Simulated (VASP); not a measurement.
**GaN: band structure with SCAN**

**The experiment to reproduce.**

From “Studying electronic properties in GaN without electrical contacts using γ-γ vs e−-γ Perturbed Angular Correlations”, 2019, pmc:6823545, for a bulk crystal of GaN: band gap 3.503 ± 0.005 eV (direct).

GaN:

```xyz
4
Lattice="3.1800 0.0000 0.0000 -1.5900 2.7540 0.0000 0.0000 0.0000 5.1660" Properties=species:S:1:pos:R:3 pbc="T T T"
Ga    1.5900    0.9180    2.5830
Ga    0.0000    1.8360    0.0000
N     1.5900    0.9180    4.5203
N     0.0000    1.8360    1.9373
```

```json
{
  "Program": "VASP 6.6.1",
  "Task": "band structure",
  "Functional": "SCAN",
  "Potentials or basis": "VASP PAW PBE potentials, release 64 (Ga_d, N)",
  "Cutoff": "520 eV",
  "k mesh": "10 × 10 × 5",
  "Occupations": "fermi-dirac, width 0.05 eV",
  "Spin": "no spin polarisation",
  "Further INCAR settings": "ALGO = Normal; EDIFF = 1e-06; NBANDS = 26"
}
```

```
Pressure                : 1.4 GPa
Largest force           : 0.117 eV/Å
Band gap on the k mesh  : 2.27 eV, direct
Band gap along the path : 2.27 eV, direct
```

Forces in eV/Å, atoms in the order of the input:
```
Ga   0.000  0.000 -0.117
Ga   0.000  0.000 -0.117
N    0.000  0.000  0.117
N    0.000  0.000  0.117
```

Stress tensor (GPa, compression positive):
```
0.59 0.00 0.00
0.00 0.59 0.00
0.00 0.00 3.10
```

Levels at the corners of the path, in eV from the valence-band top:
```csv
point,band 14,band 15,band 16,band 17,band 18,band 19,band 20,band 21,band 22,band 23
Γ,-1.09,-1.09,-0.05,0.00,0.00,2.27,4.75,9.95,10.53,10.53
M,-5.40,-4.36,-2.87,-2.29,-1.02,5.54,6.08,6.53,9.32,10.98
M,-5.40,-4.36,-2.87,-2.29,-1.02,5.54,6.08,6.53,9.32,10.98
K,-5.45,-5.45,-3.10,-3.10,-2.78,5.55,8.48,8.48,9.05,10.62
K,-5.45,-5.45,-3.10,-3.10,-2.78,5.55,8.48,8.48,9.05,10.62
Γ,-1.09,-1.09,-0.05,0.00,0.00,2.27,4.75,9.95,10.53,10.53
Γ,-1.09,-1.09,-0.05,0.00,0.00,2.27,4.75,9.95,10.53,10.53
A,-3.97,-0.56,-0.56,-0.56,-0.56,4.71,4.71,9.18,9.18,11.05
A,-3.97,-0.56,-0.56,-0.56,-0.56,4.71,4.71,9.18,9.18,11.05
L,-6.75,-2.02,-2.02,-1.98,-1.98,4.85,4.85,8.41,8.41,10.75
L,-6.75,-2.02,-2.02,-1.98,-1.98,4.85,4.85,8.41,8.41,10.75
H,-6.30,-4.31,-4.31,-1.55,-1.55,7.01,7.01,7.85,7.85,9.79
H,-6.30,-4.31,-4.31,-1.55,-1.55,7.01,7.01,7.85,7.85,9.79
A,-3.97,-0.56,-0.56,-0.56,-0.56,4.71,4.71,9.18,9.18,11.05
L,-6.75,-2.02,-2.02,-1.98,-1.98,4.85,4.85,8.41,8.41,10.75
M,-5.40,-4.36,-2.87,-2.29,-1.02,5.54,6.08,6.53,9.32,10.98
K,-5.45,-5.45,-3.10,-3.10,-2.78,5.55,8.48,8.48,9.05,10.62
H,-6.30,-4.31,-4.31,-1.55,-1.55,7.01,7.01,7.85,7.85,9.79
```

It took 7.8 min on 1 thread of AMD EPYC 9R45 (Zen 5), on a shared host, peak memory 0.18 GiB.

Measured gap of GaN: 3.503 eV (direct; quoted in “Studying electronic properties in GaN without electrical contacts using γ-γ vs e−-γ Perturbed Angular Correlations”, 2019, pmc:6823545). This calculation gives 2.27 eV (-1.23 eV). Spin-orbit coupling on Ga is left out. The value is that of SCAN, without temperature or zero-point motion.

Caveat: the PAW data sets were made with another functional, which shifts forces and pressure a little.
